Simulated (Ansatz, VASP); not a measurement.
This is a calculation of In for VASP 6.6.1.

Contents of INCAR:

```
PREC = Accurate
ENCUT = 520
EDIFF = 1E-7
ISMEAR = -1
SIGMA = 0.05
LREAL = False
LASPH = True
NELM = 80
ALGO = Normal
ISIF = 2
LWAVE = False
LCHARG = False
LDIPOL = True
IDIPOL = 3
DIPOL = 0.5 0.5 0.500
GGA = PE
NBANDS = 40
```

The input KPOINTS:

```
regular mesh
0
Gamma
  9 9 1
```

The input POSCAR:

```
In
1.0
    3.3392736332      0.0000000000      0.0000000000
   -1.6696368166      2.8918957965      0.0000000000
    0.0000000000      0.0000000000     25.9317382929
In
5
Direct
    0.6666666667      0.3333333333      0.2892208735
    0.0000000000      0.0000000000      0.3942765012
    0.6666666667      0.3333333333      0.5000000000
    0.3333333333      0.6666666667      0.6057234988
    0.6666666667      0.3333333333      0.7107791265
```

Potentials or basis: VASP PAW PBE potentials, release 64 (In_d).

Run with:

```bash
$ cat potpaw_PBE.64/In_d/POTCAR > POTCAR
$ mpirun -np 1 vasp_std > vasp.out
```

Q: Translate it to Ansatz 0.2.0. Potentials there: Ansatz PAW.

A: As run (the cutoff follows the program's own potentials):

Contents of input.yaml:

```yaml
crystal:
  lattice:
    - [3.3392736332, 0.0, 0.0]
    - [-1.6696368166, 2.8918957965, 0.0]
    - [0.0, 0.0, 25.9317382929]
  atoms:
    - { symbol: In, position: [0.6666666667, 0.3333333333, 0.2892208735] }
    - { symbol: In, position: [0.0, 0.0, 0.3942765012] }
    - { symbol: In, position: [0.6666666667, 0.3333333333, 0.5] }
    - { symbol: In, position: [0.3333333333, 0.6666666667, 0.6057234988] }
    - { symbol: In, position: [0.6666666667, 0.3333333333, 0.7107791265] }
hamiltonian:
  xc: pbe
  pseudopotentials: { kind: paw }
kpoints:
  mp_grid: { grid: [9, 9, 1] }
scf:
  occupations: { method: fermi_dirac, width: 0.05 }
output:
  forces: true
  eigenvalues: true
efield:
  axis: 3
  dipole_correction: true
  ramp_width: 0.04
```

Potentials or basis: Ansatz PAW.

The run is started by

```sh
$ ansatz run input.yaml --threads 4 --pin off --max-ram 11264MiB --backend cpu --events-out ev --progress --plain --runs-dir out
```

Both were run:

|  | VASP | Ansatz | Ansatz less VASP |
| --- | --- | --- | --- |
| gap on the k mesh at the Fermi level (eV) | none | none | - |
| rms of the force components (eV/Å) | 0.074 | 0.074 | -0.0005 |
| work function, face that differs most (eV) | 3.73 | 3.87 | +0.133 |

Atom by atom the forces differ by 0.001 eV/Å (rms over components). A gap of «none» marks a metal or a gap that the smearing closes. The functional is the same, so the differences come from potentials, cutoffs and numerics.
